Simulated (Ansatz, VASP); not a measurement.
Sn in VASP and in Ansatz

INCAR

```
ALGO = Normal ; EDIFF = 1E-7
ENCUT = 520 ; GGA = PE
ISIF = 2 ; ISMEAR = -1
LASPH = True ; LCHARG = False
LREAL = False ; LWAVE = False
NBANDS = 13 ; NELM = 80
PREC = Accurate ; SIGMA = 0.05
```

KPOINTS

```
k-points
0
Gamma
  10 10 10
```

The input POSCAR:

```
Sn
1.0
   -2.0155702798      2.0155702798      1.6496136136
    2.0155702798     -2.0155702798      1.6496136136
    2.0155702798      2.0155702798     -1.6496136136
Sn
1
Direct
    0.0000000000      0.0000000000      0.0000000000
```

File input.yaml:

```yaml
crystal:
  lattice:
    - [-2.0155702798, 2.0155702798, 1.6496136136]
    - [2.0155702798, -2.0155702798, 1.6496136136]
    - [2.0155702798, 2.0155702798, -1.6496136136]
  atoms:
    - { symbol: Sn, position: [0.0, 0.0, 0.0] }
hamiltonian:
  xc: pbe
  pseudopotentials: { kind: paw }
kpoints:
  mp_grid: { grid: [10, 10, 10] }
scf:
  occupations: { method: fermi_dirac, width: 0.05 }
output:
  forces: true
  stress: true
  eigenvalues: true
  write_density: true
  write_potential: true
  elf: true
  volumetric_format: npy
```

Change from the starting cell: volume scaled by 0.98.

Alike in both runs: task single point; functional PBE; k mesh 10 × 10 × 10; occupations fermi-dirac, width 0.05 eV; no spin polarisation.

|  | VASP | Ansatz |
| --- | --- | --- |
| version | VASP 6.6.1 | Ansatz 0.2.0 |
| potentials or method | VASP PAW PBE potentials, release 64 (Sn_d) | Ansatz PAW |
| plane-wave cutoff (eV) | 520 | 420 |
| valence electrons in the cell | 14 | 14 |

```csv
,VASP,Ansatz,Ansatz less VASP
gap on the k mesh at the Fermi level (eV),none,none,-
pressure (GPa),1.9,1.9,+0.06
largest component of the traceless stress (GPa),1.09,1.09,+0.001
```

A gap of «none» marks a metal or a gap that the smearing closes. With one functional, cell and mesh, what is left measures potentials, basis and numerics.
